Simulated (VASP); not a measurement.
# GaN (P6_3mc) in VASP: further runs, part 3 of 3

VASP 6.6.1. The steps go on from the part before.

## Step 5: Band structure, HSE03

File POSCAR:

```
GaN
1.0
    3.1800000000      0.0000000000      0.0000000000
   -1.5900000000      2.7539607840      0.0000000000
    0.0000000000      0.0000000000      5.1660000000
Ga N
2 2
Direct
    0.6666666667      0.3333333333      0.5000000000
    0.3333333333      0.6666666667      0.0000000000
    0.6666666667      0.3333333333      0.8750000000
    0.3333333333      0.6666666667      0.3750000000
```

File INCAR.step1:

```
SYSTEM = GaN
PREC     = Accurate       ! precision mode
ENCUT    = 520            ! plane-wave cutoff, eV
EDIFF    = 1E-5           ! SCF threshold, eV
ISMEAR   = 0              ! smearing method
SIGMA    = 0.02           ! smearing width, eV
LREAL    = .False.        ! projectors in reciprocal space
LASPH    = .True.         ! aspherical terms in the spheres
NELM     = 80             ! most SCF steps
ALGO     = Normal         ! electronic algorithm
ISIF     = 2              ! what is computed and relaxed
LWAVE    = .True.         ! write WAVECAR
LCHARG   = .False.        ! write CHGCAR
GGA      = PE             ! functional
KPAR     = 4
```

File INCAR.step2:

```
SYSTEM = GaN
PREC     = Accurate       ! precision mode
ENCUT    = 520            ! plane-wave cutoff, eV
EDIFF    = 1E-7           ! SCF threshold, eV
ISMEAR   = 0              ! smearing method
SIGMA    = 0.02           ! smearing width, eV
LREAL    = .False.        ! projectors in reciprocal space
LASPH    = .True.         ! aspherical terms in the spheres
NELM     = 80             ! most SCF steps
ALGO     = Normal         ! electronic algorithm
ISIF     = 2              ! what is computed and relaxed
LWAVE    = .False.        ! write WAVECAR
LCHARG   = .False.        ! write CHGCAR
GGA      = PE             ! functional
LHFCALC  = .True.         ! exact exchange
HFSCREEN = 0.3            ! screening, 1/A
PRECFOCK = Fast         
ISTART   = 1            
KPAR     = 4
```

File KPOINTS:

```
Automatic mesh
0
Gamma
  6 6 4
  0 0 0
```

File KPOINTS_OPT:

```
path GMKGALHA,LM,KH
10
line-mode
reciprocal
 0.0000000000  0.0000000000  0.0000000000  G
 0.5000000000  0.0000000000  0.0000000000  M

 0.5000000000  0.0000000000  0.0000000000  M
 0.3333333333  0.3333333333  0.0000000000  K

 0.3333333333  0.3333333333  0.0000000000  K
 0.0000000000  0.0000000000  0.0000000000  G

 0.0000000000  0.0000000000  0.0000000000  G
 0.0000000000  0.0000000000  0.5000000000  A

 0.0000000000  0.0000000000  0.5000000000  A
 0.5000000000  0.0000000000  0.5000000000  L

 0.5000000000  0.0000000000  0.5000000000  L
 0.3333333333  0.3333333333  0.5000000000  H

 0.3333333333  0.3333333333  0.5000000000  H
 0.0000000000  0.0000000000  0.5000000000  A

 0.5000000000  0.0000000000  0.5000000000  L
 0.5000000000  0.0000000000  0.0000000000  M

 0.3333333333  0.3333333333  0.0000000000  K
 0.3333333333  0.3333333333  0.5000000000  H
```

Potentials or basis: VASP PAW PBE potentials, release 64 (Ga_d, N).

The run is started by

```bash
$ cat potpaw_PBE.64/Ga_d/POTCAR potpaw_PBE.64/N/POTCAR > POTCAR
$ cp INCAR.step1 INCAR
$ mpirun -np 4 vasp_std > vasp.out
$ cp INCAR.step2 INCAR
$ mpirun -np 4 vasp_std > vasp.out
```

OUTCAR:

```text
SYSTEM = GaN
   PREC = Accurate
   ENCUT = 520
   EDIFF = 1E-7
   ISMEAR = 0
   LREAL = .False.
   LASPH = .True.
   NELM = 80
   ISIF = 2
   GGA = PE
   LHFCALC = .True.
   HFSCREEN = 0.3
   PRECFOCK = Fast
   ISTART = 1

 ion  position               nearest neighbor table
   1  0.667  0.333  0.500-   3 1.94   4 1.95   4 1.95   4 1.95
   2  0.333  0.667  0.000-   4 1.94   3 1.95   3 1.95   3 1.95
   3  0.667  0.333  0.875-   1 1.94   2 1.95   2 1.95   2 1.95
   4  0.333  0.667  0.375-   2 1.94   1 1.95   1 1.95   1 1.95

  LATTYP: Found a hexagonal cell.
 ALAT       =     3.1800000000
 C/A-ratio  =     1.6245283019

  Lattice vectors:

 A1 = (   3.1800000000,   0.0000000000,   0.0000000000)
 A2 = (  -1.5900000000,   2.7539607840,   0.0000000000)
 A3 = (   0.0000000000,   0.0000000000,   5.1660000000)

Analysis of symmetry for initial positions (statically):
=====================================================================
 Subroutine PRICEL returns:
 Original cell was already a primitive cell.

 Routine SETGRP: Setting up the symmetry group for a
 hexagonal supercell.

 Subroutine GETGRP returns: Found 12 space group operations
 (whereof  6 operations were pure point group operations)
 out of a pool of 24 trial point group operations.

The static configuration has the point symmetry C_3v.
 The point group associated with its full space group is C_6v.

Analysis of symmetry for dynamics (positions and initial velocities):
=====================================================================
 Subroutine PRICEL returns:
 Original cell was already a primitive cell.

 Routine SETGRP: Setting up the symmetry group for a
 hexagonal supercell.

[... 127 lines left out ...]
  Fermi-wavevector in a.u.,A,eV,Ry     =   1.517036  2.866782 31.312427  2.301398
  Thomas-Fermi vector in A             =   2.626345
   LORBIT       =      0    0 simple, 1 ext, 2 COOP (PROOUT), +10 PAW based schemes
   GGA     = PE    functional components
   LHFCALC =     T    Hartree Fock is set to
   PRECFOCK=fast      Normal, Fast or Accurate (Low or Medium for compatibility)
   ENCUT4O =  -1.0   cutoff for four orbital integrals eV
   NKREDX  =     1    reduce k-point grid by
   NKREDY  =     1    reduce k-point grid by
   NKREDZ  =     1    reduce k-point grid by
   AEXX    =    0.2500 exact exchange contribution
   HFSCREEN=    0.3000 screening length (either q_TF or 0.3 A-1)
   HFSCREENC=   0.3000 screening length for correlation (either q_TF or 0.3 A-1)
   ENCUTFOCK=  -1.0 apply spherical cutoff to Coloumb kernel
   IVDW    =     0    specifies the selected vdW correction
   LEPSILON=     F    determine dielectric tensor
   LRPA    =     F    only Hartree local field effects (RPA)
 non-spin polarized calculation
 Gauss-broadening in eV      SIGMA  =   0.02
  energy-cutoff  :      520.00
  volume of cell :       45.24
 maximum number of plane-waves:      1236
 NGX is ok and might be reduce to    24
  NGX = 14; NGY = 14; NGZ = 24

 number of electron      36.0000002 magnetization

 Free energy of the ion-electron system (eV)
  ---------------------------------------------------
  ext. energy  EPLUGINS =         0.00000000
  ---------------------------------------------------
  free energy    TOTEN  =       -28.79202255 eV

  energy without entropy =      -28.79202255  energy(sigma->0) =      -28.79202255

 E-fermi :   4.8855     XC(G=0):  -9.7504

 val. band max:        4.7373960964   @ k =   0.0000   0.0000   0.0000
 cond. band min:       7.7735580432   @ k =   0.0000   0.0000   0.0000
 fundamental gap:      3.0361619468
 Fermi energy:         4.8854652813

 k-point     1 :       0.0000    0.0000    0.0000
  band No.  band energies     occupation
      1     -12.7716      2.00000
      2     -12.1139      2.00000
      3     -10.7856      2.00000
      4     -10.7643      2.00000
      5     -10.7643      2.00000
      6     -10.7013      2.00000
[... 514 lines left out ...]
     21      13.2135      0.00000
     22      13.2135      0.00000

------------------------ aborting loop because EDIFF is reached ----------------------------------------

  FORCE on cell =-STRESS in cart. coord.  units (eV):
  Direction    XX          YY          ZZ          XY          YZ          ZX
  --------------------------------------------------------------------------------------
  -------------------------------------------------------------------------------------
  Total        0.2324961      0.2324961      0.7090563      0.0000000      0.0000000      0.0000000
  in kB        8.2335487      8.2335487     25.1103081      0.0000000      0.0000000      0.0000000
  external PRESSURE =      13.8591351 kB  Pullay stress =       0.0000000 kB

 VOLUME and BASIS-vectors are now :
 -----------------------------------------------------------------------------
  energy-cutoff  :      520.00
  volume of cell :       45.24
      direct lattice vectors                 reciprocal lattice vectors
     3.180000000  0.000000000  0.000000000     0.314465409  0.181556688  0.000000000
    -1.590000000  2.753960784  0.000000000     0.000000000  0.363113377  0.000000000
     0.000000000  0.000000000  5.166000000     0.000000000  0.000000000  0.193573364

 POSITION                                       TOTAL-FORCE (eV/Angst)
 -----------------------------------------------------------------------------------
      1.59000      0.91799      2.58300         0.000000      0.000000     -0.153421
     -0.00000      1.83597      0.00000        -0.000000     -0.000000     -0.153421
      1.59000      0.91799      4.52025         0.000000      0.000000      0.153421
     -0.00000      1.83597      1.93725        -0.000000      0.000000      0.153421
 -----------------------------------------------------------------------------------
    total drift:                               -0.000002     -0.000001     -0.000177

  FREE ENERGIE OF THE ION-ELECTRON SYSTEM (eV)
  ---------------------------------------------------
  free  energy   TOTEN  =       -28.7920225532 eV

  energy  without entropy=      -28.7920225532  energy(sigma->0) =      -28.79202255
```

Wall time 50 min (4 MPI ranks of AMD EPYC 9R45 (Zen 5), shared host); peak memory 0.32 GiB.

What came out:

| Quantity | Value |
| --- | --- |
| Free energy | -28.7920 eV |
| Pressure | 1.4 GPa |
| Largest force | 0.153 eV/Å |
| Band gap on the k mesh | 3.04 eV, direct |
| Band gap along the path | 3.04 eV, direct |

Forces in eV/Å, atoms in the order of the input:
```
Ga   0.000  0.000 -0.153
Ga   0.000  0.000 -0.153
N    0.000  0.000  0.153
N    0.000  0.000  0.153
```

Levels at the corners of the path, in eV from the valence-band top:
```csv
point,band 15,band 16,band 17,band 18,band 19,band 20,band 21,band 22
Γ,-1.14,-0.06,0.00,0.00,3.04,5.50,10.75,11.24
M,-4.54,-2.97,-2.39,-1.06,6.13,6.78,7.22,10.26
M,-4.54,-2.97,-2.39,-1.06,6.13,6.78,7.22,10.26
K,-5.64,-3.24,-3.24,-2.91,6.07,9.42,9.42,9.71
K,-5.64,-3.24,-3.24,-2.91,6.07,9.42,9.42,9.71
Γ,-1.14,-0.06,0.00,0.00,3.04,5.50,10.77,11.24
Γ,-1.14,-0.06,0.00,0.00,3.04,5.50,10.76,11.24
A,-0.59,-0.59,-0.59,-0.59,5.48,5.48,9.89,9.89
A,-0.59,-0.59,-0.59,-0.59,5.48,5.48,9.89,9.89
L,-2.09,-2.09,-2.05,-2.05,5.47,5.47,9.16,9.16
L,-2.09,-2.09,-2.05,-2.05,5.47,5.47,9.16,9.16
H,-4.50,-4.50,-1.60,-1.60,7.72,7.72,8.48,8.48
H,-4.50,-4.50,-1.60,-1.60,7.72,7.72,8.48,8.48
A,-0.59,-0.59,-0.59,-0.59,5.48,5.48,9.89,9.89
L,-2.09,-2.09,-2.05,-2.05,5.47,5.47,9.16,9.16
M,-4.54,-2.97,-2.39,-1.06,6.13,6.78,7.22,10.26
K,-5.64,-3.24,-3.24,-2.91,6.07,9.42,9.42,9.71
H,-4.50,-4.50,-1.60,-1.60,7.72,7.72,8.48,8.48
```

Caveat: the PAW data sets were made with another functional, which shifts forces and pressure a little.

## Step 6: Band structure, PBE0

POSCAR is that of step 5.

INCAR.step1 is that of step 5.

Edit INCAR.step2 of step 5 so:

```diff
@@ -15,4 +15,5 @@
 LHFCALC  = .True.         ! exact exchange
-HFSCREEN = 0.3            ! screening, 1/A
+AEXX     = 0.25           ! exact-exchange fraction
 PRECFOCK = Fast         
+HFRCUT   = -1           
 ISTART   = 1
```

KPOINTS is that of step 5.

KPOINTS_OPT is that of step 5.

Potentials or basis: VASP PAW PBE potentials, release 64 (Ga_d, N).

The run is started by

```bash
$ cat potpaw_PBE.64/Ga_d/POTCAR potpaw_PBE.64/N/POTCAR > POTCAR
$ cp INCAR.step1 INCAR
$ mpirun -np 4 vasp_std > vasp.out
$ cp INCAR.step2 INCAR
$ mpirun -np 4 vasp_std > vasp.out
```

It took 49 min on 4 MPI ranks of AMD EPYC 9R45 (Zen 5), shared host; peak memory 0.23 GiB.

It converged, with:

| Quantity | Value |
| --- | --- |
| Free energy | -31.3398 eV |
| Pressure | 0.9 GPa |
| Largest force | 0.154 eV/Å |
| Band gap on the k mesh | 3.96 eV, direct |
| Band gap along the path | 3.96 eV, direct |

Forces on the atoms (eV/Å):
```
Ga   0.000  0.000 -0.154
Ga   0.000  0.000 -0.154
N    0.000  0.000  0.154
N    0.000  0.000  0.154
```

Stress tensor (GPa, compression positive):
```
0.28 0.00 0.00
0.00 0.28 0.00
0.00 0.00 1.99
```

Levels at the corners of the path, in eV from the valence-band top:
```csv
point,band 15,band 16,band 17,band 18,band 19,band 20,band 21,band 22
Γ,-1.16,-0.05,0.00,0.00,3.96,6.48,11.80,12.26
M,-4.62,-3.02,-2.43,-1.08,7.11,7.77,8.22,11.32
M,-4.62,-3.02,-2.43,-1.08,7.11,7.77,8.22,11.32
K,-5.73,-3.30,-3.30,-2.97,7.02,10.47,10.47,10.74
K,-5.73,-3.30,-3.30,-2.97,7.02,10.47,10.47,10.74
Γ,-1.16,-0.05,0.00,0.00,3.96,6.48,11.81,12.26
Γ,-1.16,-0.05,0.00,0.00,3.96,6.48,11.80,12.26
A,-0.60,-0.60,-0.60,-0.60,6.46,6.46,10.91,10.91
A,-0.60,-0.60,-0.60,-0.60,6.46,6.46,10.91,10.91
L,-2.13,-2.13,-2.08,-2.08,6.44,6.44,10.17,10.17
L,-2.13,-2.13,-2.08,-2.08,6.44,6.44,10.17,10.17
H,-4.58,-4.58,-1.62,-1.62,8.72,8.72,9.48,9.48
H,-4.58,-4.58,-1.62,-1.62,8.72,8.72,9.48,9.48
A,-0.60,-0.60,-0.60,-0.60,6.46,6.46,10.91,10.91
L,-2.13,-2.13,-2.08,-2.08,6.44,6.44,10.17,10.17
M,-4.62,-3.02,-2.43,-1.08,7.11,7.77,8.22,11.32
K,-5.73,-3.30,-3.30,-2.97,7.02,10.47,10.47,10.74
H,-4.58,-4.58,-1.62,-1.62,8.72,8.72,9.48,9.48
```

Caveat: the PAW data sets were made with another functional, which shifts forces and pressure a little.

## Step 7: Overview

| level | k mesh | smearing | ladder | grid for exact exchange (PRECFOCK) | screening parameter | exchange at q = 0 | gap on the mesh (eV) | pressure (GPa) | largest force (eV/Å) |
| --- | --- | --- | --- | --- | --- | --- | --- | --- | --- |
| revTPSS | 10 × 10 × 5 | fermi-dirac 0.05 eV | - | - | - | - | 1.82 | 3.9 | 0.15 |
| MS2 | 10 × 10 × 5 | fermi-dirac 0.05 eV | - | - | - | - | 1.98 | -2.1 | 0.13 |
| HSE06 | 6 × 6 × 4 | gaussian 0.02 eV | gaps | Fast | 0.2 1/A | - | 3.27 | 0.9 | 0.15 |
| HSE03 | 6 × 6 × 4 | gaussian 0.02 eV | gaps | Fast | - | - | 3.04 | 1.4 | 0.15 |
| PBE0 | 6 × 6 × 4 | gaussian 0.02 eV | gaps | Fast | - | truncated | 3.96 | 0.9 | 0.15 |

Alike in all rows: task band structure; potentials or basis VASP PAW PBE potentials, release 64 (Ga_d, N); no spin polarisation; cell as given; cutoff (eV) 520.

On the cell as given the gap runs from 1.82 eV (revTPSS) to 3.96 eV (PBE0); the meshes differ, which moves gaps too. The pressure there spans -2.1 GPa (MS2) to 3.9 GPa (revTPSS); a positive pressure means that this level wants a larger cell, a negative one a smaller.

Caveats: the PAW data sets were made with another functional, which shifts forces and pressure a little.

Absolute energies hang on the potentials; compare differences alone.

## Step 8: Against experiment

Step 2. Measured gap of GaN: 3.503 eV (direct; quoted in “Studying electronic properties in GaN without electrical contacts using γ-γ vs e−-γ Perturbed Angular Correlations”, 2019, pmc:6823545). This calculation gives 1.82 eV (-1.68 eV). Spin-orbit coupling on Ga is left out. The value is that of revTPSS, without temperature or zero-point motion.

Step 3. Against the measured gap of GaN, 3.503 eV (direct; quoted in “Studying electronic properties in GaN without electrical contacts using γ-γ vs e−-γ Perturbed Angular Correlations”, 2019, pmc:6823545), the calculated 1.98 eV is off by -1.53 eV. Spin-orbit coupling on Ga is left out. The value is that of MS2, without temperature or zero-point motion.

Step 4. Against the measured gap of GaN, 3.503 eV (direct; quoted in “Studying electronic properties in GaN without electrical contacts using γ-γ vs e−-γ Perturbed Angular Correlations”, 2019, pmc:6823545), the calculated 3.27 eV is off by -0.23 eV. Spin-orbit coupling on Ga is left out. The value is that of HSE06, without temperature or zero-point motion.

Step 5. Measured gap of GaN: 3.503 eV (direct; quoted in “Studying electronic properties in GaN without electrical contacts using γ-γ vs e−-γ Perturbed Angular Correlations”, 2019, pmc:6823545). This calculation gives 3.04 eV (-0.47 eV). Spin-orbit coupling on Ga is left out. The value is that of HSE03, without temperature or zero-point motion.

Step 6. Against the measured gap of GaN, 3.503 eV (direct; quoted in “Studying electronic properties in GaN without electrical contacts using γ-γ vs e−-γ Perturbed Angular Correlations”, 2019, pmc:6823545), the calculated 3.96 eV is off by +0.45 eV. Spin-orbit coupling on Ga is left out. The value is that of PBE0, without temperature or zero-point motion.
